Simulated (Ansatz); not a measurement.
# In: the cost of one run

Computed with Ansatz 0.2.0 (DFT LDA, scalar-relativistic, plane waves, PAW, unless a step's input says otherwise).

## Step 1: The starting structure

It takes space group I4/mmm (No. 139, tetragonal). The conventional cell has a = 3.389 Å, b = 3.389 Å, c = 4.595 Å, α = 90.00°, β = 90.00°, γ = 90.00°. Around In (site symmetry 4/mmm) lie 12 In at 3.32 to 3.39 Å.

Coordinates:

```
CELL_PARAMETERS angstrom
-1.69471 1.69471 2.29737
1.69471 -1.69471 2.29737
1.69471 1.69471 -2.29737
ATOMIC_POSITIONS crystal
In 0.00000 0.00000 0.00000
```

Source of the structure: the Materials Project (structure only).

(A quick probe on a coarse mesh, which set the mesh and smearing, is not shown.)

## Step 3: Full relaxation

The input, input.yaml:

```yaml
crystal:
  lattice:
    - [-1.69470727, 1.69470727, 2.29737239]
    - [1.69470727, -1.69470727, 2.29737239]
    - [1.69470727, 1.69470727, -2.29737239]
  atoms:
    - { symbol: In, position: [0.0, 0.0, 0.0] }
basis:
  ecutwfc: 420
kpoints:
  mp_grid: { grid: [18, 18, 18] }
hamiltonian:
  xc: lda
scf:
  occupations: { method: gaussian, width: 0.1 }
output:
  forces: true
  stress: true
  eigenvalues: true
  write_density: true
  write_potential: true
  elf: true
  volumetric_format: npy
relax:
  adjacent_minimum: "off"
  f_tol: 0.005
  max_steps: 80
  cell: { stress_tol: 0.05 }
```

On the command line:

```sh
> ansatz run input.yaml --threads 4 --pin off --max-ram 8192MiB --backend cpu --events-out ev --progress --plain --runs-dir out
```

Q: Estimate wall time and peak memory on 4 threads of Arm Neoverse V2, shared host.

About 14 s, with a peak of 0.45 GiB.
